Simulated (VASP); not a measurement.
# Ge (Cmmm) in VASP: a series of runs, part 2 of 2

VASP 6.6.1. The steps go on from the part before.

## (4) Single point, PBE

Input file INCAR:

```
PREC = Accurate ; ENCUT = 350
EDIFF = 1E-7 ; ISMEAR = 0
SIGMA = 0.05 ; LREAL = F
LASPH = T ; NELM = 100
ALGO = Normal ; ISIF = 2
LWAVE = F ; LCHARG = F
GGA = PE ; NBANDS = 13
ADDGRID = F
```

Input file KPOINTS:

```
Automatic mesh
0
Gamma
  2 2 2
```

Input file POSCAR:

```
Ge
1.0
    1.4161900000     -2.6475770000      0.0134350000
    1.3961930000      2.6368340000      0.0183540000
    0.0306960000      0.0025520000      2.6389690000
Ge
1
Direct
    0.4852650000      0.4800630000      0.0156560000
```

Potentials or basis: VASP PAW PBE potentials, release 64 (Ge_d).

The run is started by

```
$ cat potpaw_PBE.64/Ge_d/POTCAR > POTCAR
$ mpirun -np 1 vasp_std > vasp.out
```

OUTCAR:

```text
PREC = Accurate
   ENCUT = 350
   EDIFF = 1E-7
   ISMEAR = 0
   LREAL = F
   LASPH = T
   NELM = 100
   ISIF = 2
   GGA = PE

 Found      8 irreducible k-points:

 Following reciprocal coordinates:
            Coordinates               Weight
  0.000000  0.000000  0.000000      1.000000
  0.500000 -0.000000  0.000000      1.000000
 -0.000000  0.500000  0.000000      1.000000
  0.500000  0.500000  0.000000      1.000000
 -0.000000  0.000000  0.500000      1.000000
  0.500000 -0.000000  0.500000      1.000000
   k-points           NKPTS =      8   k-points in BZ     NKDIM =      8   number of bands    NBANDS=     13
   number of dos      NEDOS =    301   number of ions     NIONS =      1
   total plane-waves  NPLWV =   5184
   dimension x,y,z NGX =    18 NGY =   18 NGZ =   16
   dimension x,y,z NGXF=    36 NGYF=   36 NGZF=   32
   ions per type =               1
   NGX,Y,Z   is equivalent  to a cutoff of   9.97, 10.03, 10.08 a.u.
   NGXF,Y,Z  is equivalent  to a cutoff of  19.93, 20.06, 20.16 a.u.
 SYSTEM =  unknown system
   PREC   = accura    normal or accurate (medium, high low for compatibility)
   ISTART =      0    job   : 0-new  1-cont  2-samecut
   ICHARG =      2    charge: 1-file 2-atom 10-const
   ISPIN  =      1    spin polarized calculation?
   LNONCOLLINEAR =      F non collinear calculations
   LSORBIT =      F    spin-orbit coupling
   LASPH  =      T    aspherical Exc in radial PAW
[... 68 lines left out ...]
      9      14.5360      0.00000
     10      16.7840      0.00000
     11      18.4722      0.00000
     12      20.8463      0.00000
     13      21.1400      0.00000
[... 66 lines left out ...]
  band No.  band energies     occupation
      1     -18.1341      2.00000
      2     -18.0733      2.00000
      3     -17.9989      2.00000
      4     -17.9000      2.00000
      5     -17.8562      2.00000
      6       2.8805      2.00000
      7       4.2343      2.00000
      8       4.5625      0.00004
      9       9.9117      0.00000
     10      12.7219      0.00000
     11      17.9718      0.00000
     12      19.2222      0.00000
     13      19.3844      0.00000

 [... further k-points ...]

------------------------ aborting loop because EDIFF is reached ----------------------------------------

  FORCE on cell =-STRESS in cart. coord.  units (eV):
  Direction    XX          YY          ZZ          XY          YZ          ZX
  --------------------------------------------------------------------------------------
  -------------------------------------------------------------------------------------
  Total       -0.8439710     -1.3595519      5.3128230      0.0757404      0.0038388      4.0197240
  in kB      -68.9646534   -111.0950803    434.1345933      6.1890850      0.3136858    328.4696788
  external PRESSURE =      84.6916199 kB  Pullay stress =       0.0000000 kB

 VOLUME and BASIS-vectors are now :
 -----------------------------------------------------------------------------
  energy-cutoff  :      350.00
  volume of cell :       19.61
      direct lattice vectors                 reciprocal lattice vectors
     1.416190000 -2.647577000  0.013435000     0.354897238 -0.187889191 -0.003946402
     1.396193000  2.636834000  0.018354000     0.356347309  0.190588350 -0.004329273
     0.030696000  0.002552000  2.638969000    -0.004285175 -0.000368995  0.378986066

 POSITION                                       TOTAL-FORCE (eV/Angst)
 -----------------------------------------------------------------------------------
      1.35797     -0.01889      0.05665        -0.000000     -0.000000      0.000000
 -----------------------------------------------------------------------------------
    total drift:                               -0.000164      0.000381      0.000115

  FREE ENERGIE OF THE ION-ELECTRON SYSTEM (eV)
  ---------------------------------------------------
  free  energy   TOTEN  =        -5.2516279085 eV

  energy  without entropy=       -5.2516263201  energy(sigma->0) =       -5.25162711
```

OSZICAR:

```text
N       E                     dE             d eps       ncg     rms          rms(c)
DAV:   1     0.538652406298E+02    0.53865E+02   -0.57599E+03   213   0.228E+03
DAV:   2    -0.692802319436E+00   -0.54558E+02   -0.52268E+02   228   0.347E+02
DAV:   3    -0.519595460442E+01   -0.45032E+01   -0.44896E+01   223   0.640E+01
DAV:   4    -0.525142793683E+01   -0.55473E-01   -0.55469E-01   208   0.751E+00
DAV:   5    -0.525199732854E+01   -0.56939E-03   -0.56937E-03   233   0.856E-01    0.139E+00
DAV:   6    -0.525095344279E+01    0.10439E-02   -0.23940E-03   253   0.161E+00    0.846E-01
DAV:   7    -0.525145572560E+01   -0.50228E-03   -0.28804E-03   228   0.215E+00    0.700E-02
DAV:   8    -0.525159884449E+01   -0.14312E-03   -0.58074E-04   228   0.236E-01    0.477E-02
DAV:   9    -0.525162963164E+01   -0.30787E-04   -0.58444E-05   248   0.137E-01    0.553E-03
DAV:  10    -0.525162815160E+01    0.14800E-05   -0.60936E-06   258   0.408E-02    0.257E-03
DAV:  11    -0.525162793663E+01    0.21497E-06   -0.33268E-07   225   0.987E-03    0.806E-04
DAV:  12    -0.525162790847E+01    0.28154E-07   -0.32034E-08   149   0.246E-03
   1 F= -.52516279E+01 E0= -.52516271E+01  d E =-.158833E-05
```

stdout:

```text
POSCAR found type information on POSCAR Ge
 POSCAR found :  1 types and       1 ions
 scaLAPACK will be used
 LDA part: xc-table for (Slater+PW92), standard interpolation
 POSCAR, INCAR and KPOINTS ok, starting setup
 FFT: planning ... GRIDC
 FFT: planning ... GRID_SOFT
 FFT: planning ... GRID
 WAVECAR not read
 entering main loop
```

Run time: 1.4 s. Hardware: 1 thread of Intel Xeon 6975P-C (Granite Rapids), shared host; peak memory 0.11 GiB.

The run converged, but some of its settings lie outside the range that counts as converged, so its numbers aren't taken as properties of the crystal.

What came out:

| Quantity | Value |
| --- | --- |
| Free energy | -5.2516 eV |
| Band gap on the k mesh | none (metal or under the smearing width) |

Caveat: the k mesh is coarse (spacing up to 1.27 Å⁻¹), so the values aren't converged; the cutoff is under 1.25 times the usual one of these potentials, so pressure, stress and relaxed cells hold a basis-set (Pulay) error.

## (5) The reference run

An earlier run on the cell as given: functional PBE; potentials or basis VASP PAW PBE potentials, release 64 (Ge_d); cutoff 520 eV; k mesh 11 × 11 × 10; occupations fermi-dirac, width 0.05 eV; no spin polarisation.

- Pressure: -0.6 GPa
- Band gap on the k mesh: none (metal or under the smearing width)
